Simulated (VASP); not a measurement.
# AgBr (Fm-3m) in VASP: settings compared, part 2 of 2

VASP 6.6.1.

## (4) Relaxation of cell and atoms, PBE+D3(BJ)

This run uses another cell than the first one, of 23.50 Å³/atom, 1.031 times its volume.

The input, INCAR:

```
SYSTEM = AgBr
PREC = Accurate
ENCUT = 600
EDIFF = 1E-7
ISMEAR = 0
SIGMA = 0.03
LREAL = .False.
LASPH = .True.
NELM = 80
ALGO = Normal
ISIF = 3
LWAVE = .False.
LCHARG = .False.
GGA = PE
IVDW = 12
IBRION = 2
NSW = 90
EDIFFG = -0.005
```

The input, KPOINTS:

```
Automatic mesh
0
Gamma
  8 8 8
  0 0 0
```

The input, POSCAR:

```
AgBr                                    
1.0
    0.0000000000      2.8642450468      2.8642450468
    2.8642450468      0.0000000000      2.8642450468
    2.8642450468      2.8642450468     -0.0000000000
  Ag              Br            
     1     1
Direct
     1.0000000000000000    1.0000000000000000    0.0000000000000000
     0.5000000000000000    0.5000000000000000    0.5000000000000000
```

Potentials or basis: VASP PAW PBE potentials, release 64 (Ag, Br).

Launch:

```sh
> cat potpaw_PBE.64/Ag/POTCAR potpaw_PBE.64/Br/POTCAR > POTCAR
> mpirun -np 1 vasp_std > vasp.out
```

OUTCAR:

```text
SYSTEM = AgBr
   PREC = Accurate
   ENCUT = 600
   EDIFF = 1E-7
   ISMEAR = 0
   LREAL = .False.
   LASPH = .True.
   NELM = 80
   ISIF = 3
   GGA = PE
   IVDW = 12
   IBRION = 2
   NSW = 90
   EDIFFG = -0.005
 IVDW          = 12

 ion  position               nearest neighbor table
   1  0.000  0.000  0.000-   2 2.86   2 2.86   2 2.86   2 2.86   2 2.86   2 2.86
   2  0.500  0.500  0.500-   1 2.86   1 2.86   1 2.86   1 2.86   1 2.86   1 2.86

  LATTYP: Found a face centered cubic cell.
 ALAT       =     5.7284900936

  Lattice vectors:

 A1 = (   0.0000000000,   2.8642450468,   2.8642450468)
 A2 = (   2.8642450468,   0.0000000000,   2.8642450468)
 A3 = (   2.8642450468,   2.8642450468,   0.0000000000)

Analysis of symmetry for initial positions (statically):
=====================================================================
 Subroutine PRICEL returns:
 Original cell was already a primitive cell.

 Routine SETGRP: Setting up the symmetry group for a
 face centered cubic supercell.

 Subroutine GETGRP returns: Found 48 space group operations
 (whereof 48 operations were pure point group operations)
 out of a pool of 48 trial point group operations.

The static configuration has the point symmetry O_h .

Analysis of symmetry for dynamics (positions and initial velocities):
=====================================================================
 Subroutine PRICEL returns:
 Original cell was already a primitive cell.

 Routine SETGRP: Setting up the symmetry group for a
 face centered cubic supercell.

 Subroutine GETGRP returns: Found 48 space group operations
 (whereof 48 operations were pure point group operations)
 out of a pool of 48 trial point group operations.

The dynamic configuration has the point symmetry O_h .

 Subroutine INISYM returns: Found 48 space group operations
 (whereof 48 operations are pure point group operations),
[... 124 lines left out ...]
   IVDW    =    12    specifies the selected vdW correction
   LEPSILON=     F    determine dielectric tensor
   LRPA    =     F    only Hartree local field effects (RPA)
 conjugate gradient relaxation of ions
 non-spin polarized calculation
 Gauss-broadening in eV      SIGMA  =   0.03
  energy-cutoff  :      600.00
  volume of cell :       47.00
 maximum number of plane-waves:      1588
   NGX = 17   NGY = 17   NGZ = 17

 number of electron      17.9999999 magnetization

 Free energy of the ion-electron system (eV)
  ---------------------------------------------------
  ext. energy  EPLUGINS =         0.00000000
  ---------------------------------------------------
  free energy    TOTEN  =        -4.97847414 eV

  energy without entropy =       -4.97847414  energy(sigma->0) =       -4.97847414

 E-fermi :   3.8954     XC(G=0):  -9.8922

 val. band max:        3.6978147568   @ k =   0.5000   0.0000   0.0000
 cond. band min:       4.3681574730   @ k =   0.0000   0.0000   0.0000
 fundamental gap:      0.6703427162
 Fermi energy:         3.8953834492

 k-point     1 :       0.0000    0.0000    0.0000
  band No.  band energies     occupation
      1     -11.4252      2.00000
      2       0.8731      2.00000
      3       0.8731      2.00000
      4       0.8731      2.00000
      5       0.8734      2.00000
      6       0.8734      2.00000
      7       1.7405      2.00000
      8       1.7405      2.00000
      9       1.7405      2.00000
     10       4.3682      0.00000
     11      13.6082      0.00000
     12      13.6082      0.00000
     13      13.6082      0.00000
[... 354 lines left out ...]
  band No.  band energies     occupation
      1     -10.9371      2.00000
      2      -1.1939      2.00000
      3      -0.4307      2.00000
      4      -0.3986      2.00000
      5       1.1355      2.00000
      6       1.1918      2.00000
      7       1.4778      2.00000
      8       2.4858      2.00000
      9       3.0770      2.00000
     10       8.2020      0.00000
     11       8.9334      0.00000
     12      11.5253      0.00000
     13      11.6265      0.00000

 [... further k-points ...]

------------------------ aborting loop because EDIFF is reached ----------------------------------------

 Edisp (eV)   -0.73576

 E8    (eV) :    -0.3103

  FORCE on cell =-STRESS in cart. coord.  units (eV):
  Direction    XX          YY          ZZ          XY          YZ          ZX
  --------------------------------------------------------------------------------------
  -------------------------------------------------------------------------------------
  Total      -0.00325    -0.00325    -0.00325     0.00000    -0.00000     0.00000
  in kB      -0.11093    -0.11093    -0.11093     0.00000    -0.00000     0.00000
  external pressure =       -0.11 kB  Pullay stress =        0.00 kB

 VOLUME and BASIS-vectors are now :
 -----------------------------------------------------------------------------
  energy-cutoff  :      600.00
  volume of cell :       47.00
      direct lattice vectors                 reciprocal lattice vectors
     0.000000000  2.864245047  2.864245047    -0.174566070  0.174566070  0.174566070
     2.864245047  0.000000000  2.864245047     0.174566070 -0.174566070  0.174566070
     2.864245047  2.864245047  0.000000000     0.174566070  0.174566070 -0.174566070

 POSITION                                       TOTAL-FORCE (eV/Angst)
 -----------------------------------------------------------------------------------
      0.00000      0.00000      0.00000         0.000000      0.000000      0.000000
      2.86425      2.86425      2.86425         0.000000      0.000000      0.000000
 -----------------------------------------------------------------------------------
    total drift:                                0.000000     -0.000000     -0.000000

  FREE ENERGIE OF THE ION-ELECTRON SYSTEM (eV)
  ---------------------------------------------------
  free  energy   TOTEN  =        -5.7142327764 eV

  energy  without entropy=       -5.7142327764  energy(sigma->0) =       -5.71423278

 reached required accuracy - stopping structural energy minimisation
```

CONTCAR:

```text
AgBr
   1.00000000000000
     0.0000000000000000    2.8642450467999998    2.8642450467999998
     2.8642450467999998    0.0000000000000000    2.8642450467999998
     2.8642450467999998    2.8642450467999998    0.0000000000000000
  Ag              Br
     1     1
Direct
     0.0000000000000000    0.0000000000000000    0.0000000000000000
     0.5000000000000000    0.5000000000000000    0.5000000000000000

  0.00000000E+00  0.00000000E+00  0.00000000E+00
  0.00000000E+00  0.00000000E+00  0.00000000E+00
```

Run time: 7.6 s. Hardware: 1 thread of Intel Xeon 6975P-C (Granite Rapids), shared host; peak memory 0.19 GiB.

Results:

```yaml
Free_energy: -5.7142 eV
Pressure_after_relaxing: 0.0 GPa
Band_gap_on_the_k_mesh: 0.67 eV, indirect (least direct gap 2.63 eV)
Dispersion_energy_per_atom: -0.368 eV
```

Final structure:
```
Ag Br
1.0
     0.00000    2.86425    2.86425
     2.86425    0.00000    2.86425
     2.86425    2.86425    0.00000
Ag Br
1 1
Direct
  0.00000 0.00000 0.00000
  0.50000 0.50000 0.50000
```

Levels at points of the mesh, in eV from the valence-band top:
```
           k point  band 5  band 6  band 7  band 8  band 9  band 10  band 11  band 12  band 13
(0.00, 0.00, 0.00)   -2.82   -2.82   -1.96   -1.96   -1.96     0.67     9.91     9.91     9.91
(0.50, 0.00, 0.00)   -2.51   -2.51   -2.17    0.00    0.00     3.72     6.63     6.75     6.75
(0.50, 0.50, 0.00)   -2.87   -2.66   -2.41   -2.41   -2.30     1.59     7.04     9.09    11.08
```

Caveat: the relaxation stopped at its first step, so nothing moved. Expect the measured gap to be larger: semilocal functionals such as PBE lack the derivative discontinuity.
